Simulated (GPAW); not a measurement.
# Ti (P6_3/mmc) in GPAW: convergence with bands over the usual count

Aim: find how far bands over the usual count must go before the results for Ti settle, at PBE. This setting moves, with any that are tied to it; all else stays.

All numbers are computed with GPAW 26.7.0; they aren't measurements. Logs are shortened: lines on timing, memory, paths and dates and some standing lists are left out, and cuts for length are marked. The log counts tension as positive stress, the text compression.

### Step 1. The structure

Symmetry: P6_3/mmc, No. 194, hexagonal system. Conventional cell: a = 2.950 Å, b = 2.950 Å, c = 4.680 Å, α = 90.00°, β = 90.00°, γ = 120.00°. Ti (site symmetry -6m2) has 12 Ti at 2.89 to 2.95 Å as nearest neighbours.

### Step 2. With bands over the usual count 0.72

run.py reads:

```python
from ase import Atoms
from ase.dft.bandgap import bandgap
from ase.io import write
from ase.units import GPa
from gpaw import GPAW, PW

atoms = Atoms(['Ti', 'Ti'],
              cell=[[2.95, 0.0, 0.0],
                    [-1.475, 2.5547749412, 0.0],
                    [0.0, 0.0, 4.68]],
              scaled_positions=[[0.6666666667, 0.3333333333, 0.75],
                                [0.3333333333, 0.6666666667, 0.25]],
              pbc=True)

calc = GPAW(mode=PW(600),
            xc='PBE',
            kpts={'size': (8, 8, 5), 'gamma': True},
            occupations={'name': 'fermi-dirac', 'width': 0.05},
            nbands=18,
            convergence={'density': 1e-05, 'energy': 1e-05},
            maxiter=100,
            txt='gpaw.txt')
atoms.calc = calc
energy = atoms.get_potential_energy()
forces = atoms.get_forces()
stress = atoms.get_stress()
calc.write('gs.gpw')
write('result.traj', atoms)
print(f'Energy: {energy:.6f} eV')
print('Forces (eV/A):')
print(forces.round(4))
print('Stress (GPa):', (stress / GPa).round(3))
print('Fermi level:', round(calc.get_fermi_level(), 4), 'eV')
print(f'Gap: {bandgap(calc)[0]:.4f} eV, direct: {bandgap(calc, direct=True)[0]:.4f} eV')
```

Potentials or basis: GPAW PAW data sets (gpaw-data 1.2.1), pw.

The run is started by

```sh
$ OMP_NUM_THREADS=1 python run.py
```

It took 19 s on 1 thread of Arm Neoverse V1, shared host; peak memory 0.15 GiB.

Results:

- Free energy: -13.3505 eV
- Pressure: -2.0 GPa
- Band gap on the k mesh: none (metal or under the smearing width)

### Step 3. With bands over the usual count 0.8

Edit run.py of step 2 so:

```diff
@@ -18,3 +18,3 @@
             occupations={'name': 'fermi-dirac', 'width': 0.05},
-            nbands=18,
+            nbands=20,
             convergence={'density': 1e-05, 'energy': 1e-05},
```

Potentials or basis: GPAW PAW data sets (gpaw-data 1.2.1), pw.

The run is started by

```sh
$ OMP_NUM_THREADS=1 python run.py
```

Run time: 21 s. Hardware: 1 thread of Arm Neoverse V1, shared host; peak memory 0.16 GiB.

Results (log left out):

```yaml
Free_energy: -13.3505 eV
Pressure: -2.0 GPa
Band_gap_on_the_k_mesh: none (metal or under the smearing width)
```

### Step 4. With bands over the usual count 0.9

Edit run.py of step 3 so:

```diff
@@ -18,3 +18,3 @@
             occupations={'name': 'fermi-dirac', 'width': 0.05},
-            nbands=20,
+            nbands=22,
             convergence={'density': 1e-05, 'energy': 1e-05},
```

The run is started by

```sh
$ OMP_NUM_THREADS=1 python run.py
```

Wall time 23 s (1 thread of Arm Neoverse V1, shared host); peak memory 0.16 GiB.

It converged, with:

| Property | Result |
| --- | --- |
| Free energy | -13.3505 eV |
| Pressure | -2.0 GPa |
| Band gap on the k mesh | none (metal or under the smearing width) |

### Step 5. With bands over the usual count 1

Edit run.py of step 4 so:

```diff
@@ -18,3 +18,3 @@
             occupations={'name': 'fermi-dirac', 'width': 0.05},
-            nbands=22,
+            nbands=24,
             convergence={'density': 1e-05, 'energy': 1e-05},
```

The run is started by

```sh
$ OMP_NUM_THREADS=1 python run.py
```

Wall time 24 s (1 thread of Arm Neoverse V1, shared host); peak memory 0.16 GiB.

The run converged. Its results:

```yaml
Free_energy: -13.3505 eV
Pressure: -2.0 GPa
Band_gap_on_the_k_mesh: none (metal or under the smearing width)
```

### Step 6. With bands over the usual count 1.3

Edit run.py of step 5 so:

```diff
@@ -18,3 +18,3 @@
             occupations={'name': 'fermi-dirac', 'width': 0.05},
-            nbands=24,
+            nbands=32,
             convergence={'density': 1e-05, 'energy': 1e-05},
```

Potentials or basis: GPAW PAW data sets (gpaw-data 1.2.1), pw.

The run is started by

```sh
$ OMP_NUM_THREADS=1 python run.py
```

Wall time 31 s (1 thread of Arm Neoverse V1, shared host); peak memory 0.17 GiB.

The run converged. Its results:

- Free energy: -13.3505 eV
- Pressure: -2.0 GPa
- Band gap on the k mesh: none (metal or under the smearing width)

### Step 7. With bands over the usual count 1.7

Edit run.py of step 6 so:

```diff
@@ -18,3 +18,3 @@
             occupations={'name': 'fermi-dirac', 'width': 0.05},
-            nbands=32,
+            nbands=41,
             convergence={'density': 1e-05, 'energy': 1e-05},
```

The run is started by

```sh
$ OMP_NUM_THREADS=1 python run.py
```

Run time: 44 s. Hardware: 1 thread of Arm Neoverse V1, shared host; peak memory 0.17 GiB.

It converged, with:

| Item | Value |
| --- | --- |
| Free energy | -13.3505 eV |
| Pressure | -2.0 GPa |
| Band gap on the k mesh | none (metal or under the smearing width) |

### Step 8. With bands over the usual count 2.5

Edit run.py of step 7 so:

```diff
@@ -18,3 +18,3 @@
             occupations={'name': 'fermi-dirac', 'width': 0.05},
-            nbands=41,
+            nbands=60,
             convergence={'density': 1e-05, 'energy': 1e-05},
```

Potentials or basis: GPAW PAW data sets (gpaw-data 1.2.1), pw.

The run is started by

```sh
$ OMP_NUM_THREADS=1 python run.py
```

gpaw.txt:

```text
__  _  _
 | _ |_)|_||  |
 |__||  | ||/\| - 26.7.0

Input parameters:
  mode=PW(ecut=600.0),
  convergence={'density': 1e-05, 'energy': 1e-05},
  kpts=MonkhorstPack(size=(8, 8, 5), gamma=True),
  maxiter=100,
  nbands=60,
  occupations=Occupations(name='fermi-dirac', width=0.05),
  xc=XC(name='PBE')

Diagonalizing LCAO Hamiltonian
Converting LCAO to pw mode

          Ti

        Ti

Atoms  # Å, Bohr magnetons
|   | symbol |         x |        y |        z |    initial magnetic moments |
|---|--------|-----------|----------|----------|-----------------------------|
| 0 |     Ti |  1.475000 | 0.851592 | 3.510000 | ( 0.0000,  0.0000,  0.0000) |
| 1 |     Ti | -0.000000 | 1.703183 | 1.170000 | ( 0.0000,  0.0000,  0.0000) |

Unit cell  # Å
| periodic |         x |        y |        z |  lengths |     angles |
|----------|-----------|----------|----------|----------|------------|
|      yes |  2.950000 | 0.000000 | 0.000000 | 2.950000 |  90.000000 |
|      yes | -1.475000 | 2.554775 | 0.000000 | 2.950000 |  90.000000 |
|      yes |  0.000000 | 0.000000 | 4.680000 | 4.680000 | 120.000000 |

Number of symmetries: 12
Symmetry operations  # r_c * U_cc + t_c -> r_c
|    | kind |            matrix            |
|----|------|------------------------------|
|  0 |  σ   |  1, 1, 0,  0,-1, 0,  0, 0, 1 |
|  1 |  S6  |  1, 1, 0, -1, 0, 0,  0, 0,-1 |
|  2 |  E   |  1, 0, 0,  0, 1, 0,  0, 0, 1 |
|  3 |  C2  |  1, 0, 0, -1,-1, 0,  0, 0,-1 |
|  4 |  C2  |  0, 1, 0,  1, 0, 0,  0, 0,-1 |
|  5 |  C3  |  0, 1, 0, -1,-1, 0,  0, 0, 1 |
|  6 |  S6  |  0,-1, 0,  1, 1, 0,  0, 0,-1 |
|  7 |  σ   |  0,-1, 0, -1, 0, 0,  0, 0, 1 |
|  8 |  σ   | -1, 0, 0,  1, 1, 0,  0, 0, 1 |
|  9 |  i   | -1, 0, 0,  0,-1, 0,  0, 0,-1 |
| 10 |  C3  | -1,-1, 0,  1, 0, 0,  0, 0, 1 |
| 11 |  C2  | -1,-1, 0,  0, 1, 0,  0, 0,-1 |

BZ-sampling:
  Number of BZ points: 320
  Number of IBZ points: 40

  Monkhorst-Pack size: [8, 8, 5]
  Monkhorst-Pack shift: [0.0625, 0.0625, 0.0]

K-points  # in reciprocal-cell coordinates
|     |                                coordinates |     weight |
|-----|--------------------------------------------|------------|
|   0 | (  0.00000000,   0.00000000,   0.00000000) | 0.00312500 |
|   1 | (  0.00000000,   0.00000000,   0.20000000) | 0.00625000 |
|   2 | (  0.00000000,   0.00000000,   0.40000000) | 0.00625000 |
|   3 | (  0.12500000,   0.00000000,  -0.40000000) | 0.01875000 |
|   4 | (  0.12500000,   0.00000000,  -0.20000000) | 0.01875000 |
|   5 | (  0.12500000,   0.00000000,   0.00000000) | 0.01875000 |
|   6 | (  0.12500000,   0.00000000,   0.20000000) | 0.01875000 |
|   7 | (  0.12500000,   0.00000000,   0.40000000) | 0.01875000 |
|   8 | (  0.25000000,  -0.12500000,   0.00000000) | 0.01875000 |
|   9 | (  0.25000000,  -0.12500000,   0.20000000) | 0.03750000 |
| ... |                                            |            |
|  39 | (  0.50000000,   0.50000000,   0.40000000) | 0.01875000 |

Plane wave coefficients: 1192
Cutoff: 600.0 eV

Spin-components: 1 (collinear spins)
Bands:           60
Projectors:      12
Spin-degeneracy: 2
Datatype:        complex128

Parallelization:
  kpt:    1
  domain: 1
  band:   1

Density:
  Valence electrons: 24.0
  Components: 1
  Grid points: [18 18 27]
  Charge: 0.0  # |e|

Potential:
  Grid points: [18 18 27]

species:
  Ti:
    name:    Titanium
    Z:       22.0
    valence: 12
    core:    10
    charge:  0.0  # [|e|]
    compensation charges:
      type: gauss
      rc: 0.38  # [Å]
      lmax: 2
    cutoffs:
      filter: 2.23  # [Å]
      core: 1.02  # [Å]
    projectors
    | kind |    occ | energy [eV] | rcut [Å] |
    |------|--------|-------------|----------|
    |   3s |  2.000 |     -62.623 |    1.270 |
    |   4s |  2.000 |      -4.466 |    1.270 |
    |   3p |  6.000 |     -38.862 |    1.058 |
    |   4p |  0.000 |      -1.466 |    1.058 |
    |   3d |  2.000 |      -4.258 |    1.058 |
    |    d |        |      22.953 |    1.058 |

    Using partial waves for Ti as LCAO basis

Reference energy: -46448.028563  # eV

eigensolver:
  PPCG
  Converge bands: occupied
  niter=2

density mixing:
  MSR1-Mixer
  Pratt-step length: 0.05
  Maximum mixing coefficient: 0.75
  Old densities: 10
  SVD Regularization: 0.005
  Good broyden scale: 1.0
  Trust region scale: 1.0
  Backstep threshold: 4.0
  History deletion threshold: 6.0
  Fourier metric: weight=20.0, sigma=0.015

occupation numbers:
  Fermi-Dirac:
    width: 0.0500  # eV

poisson solver:
  ecut: 4800.0  # eV

xc functional:
  name: PBE with 2 nearest neighbor stencil

convergence criteria:
- Maximum integral of absolute [dens]ity change: 1e-05 electrons / valence electron
- Maximum [total energy] change in last 3 cyles: 1e-05 eV / valence electron
- Maximum integral of absolute [eigenst]ate change: 4e-08 eV^2 / valence electron
maximum number of iterations: 100

SCF iterations
|iter     | |      energy | eigst |  dens |
|---------|-|-------------|-------|-------|
|iter:   1| |  -13.671182 | +0.23 |       |
|iter:   2| |  -13.740126 | -2.03 | -1.26 |
|iter:   3| |-47422.587802 | +3.95 | -1.25 |
|iter:   4| |   -5.913111 | +2.10 | +1.00 |
|iter:   5| |  -13.322142 | +0.28 | -0.71 |
|iter:   6| |  -13.342464 | -2.39 | -1.86 |
|iter:   7| |  -13.345779 | -4.64 | -2.30 |
|iter:   8| |  -13.343532 | -4.75 | -2.36 |
|iter:   9| |  -13.343213 | -6.07 | -2.71 |
|iter:  10| |  -13.343015 | -5.95 | -2.88 |
|iter:  11| |  -13.342990c| -6.47 | -3.23 |
|iter:  12| |  -13.342994c| -7.51c| -3.77 |
|iter:  13| |  -13.342997c| -8.56c| -4.36 |
|iter:  14| |  -13.342997c| -9.35c| -5.59c|

Converged in 14 steps
Energy contributions relative to reference atoms: (reference = -46448.028563)

Energy contributions:
  Kinetic:          10.172010
  Coulomb:         -10.344284
  Zero:              0.047891
  External:          0.000000
  Xc:              -13.211161
  Entropy:          -0.014906
  Spinorbit:         0.000000
  ----------------------------
  Free energy:     -13.350450
  Extrapolated:    -13.342997

dipole moment: (0.000000, 0.000000, 0.000000)  # |e|*Ang

Fermi level: 8.375
Eigenvalues  # (at kpt = [0.000, 0.000, 0.000])
| band index |      eig [eV] | occ [0-2] |
|------------|---------------|-----------|
|          0 |       -48.483 |     2.000 |
|        ... |               |           |
|          2 |       -25.081 |     2.000 |
|          3 |       -24.459 |     2.000 |
|          4 |       -24.459 |     2.000 |
|          5 |       -24.409 |     2.000 |
|          6 |       -24.363 |     2.000 |
|          7 |       -24.363 |     2.000 |
[... 8 lines left out ...]
|         16 |         9.977 |     0.000 |
|         17 |         9.977 |     0.000 |
|        ... |               |           |
|         59 |        68.880 |     0.000 |

No gap
No difference between direct/indirect transitions

Forces  # eV/Ang
|       x |        y |        z |
|---------|----------|----------|
| 0.00000 | -0.00000 | -0.00000 |  # Ti   0
| 0.00000 |  0.00000 |  0.00000 |  # Ti   1

Stress tensor  # eV/Ang^3
|        x |         y |        z |
|----------|-----------|----------|
| 0.011598 |  0.000000 | 0.000000 |
| 0.000000 |  0.011598 | 0.000000 |
| 0.000000 | -0.000000 | 0.014986 |

# Writing to gs.gpw (mode='')
```

Wall time 86 s (1 thread of Arm Neoverse V1, shared host); peak memory 0.19 GiB.

Results:

| Item | Value |
| --- | --- |
| Free energy | -13.3505 eV |
| Pressure | -2.0 GPa |
| Band gap on the k mesh | none (metal or under the smearing width) |

### Step 9. The series at a glance

```tsv
bands over the usual count	energy less the tightest run, at zero smearing (meV/atom)	SCF cycles	CPU time (s)	peak memory (GiB)
0.72	0.00	10	19	0.15
0.8	0.00	10	21	0.16
0.9	0.00	10	23	0.16
1	0.00	10	24	0.16
1.3	0.00	10	31	0.17
1.7	0.00	11	44	0.17
2.5	0.00	14	86	0.19
```

Against the tightest run, the energy stays within 1 meV/atom from 0.72 on. The tightest run that finished is the yardstick and may itself not be fully converged.
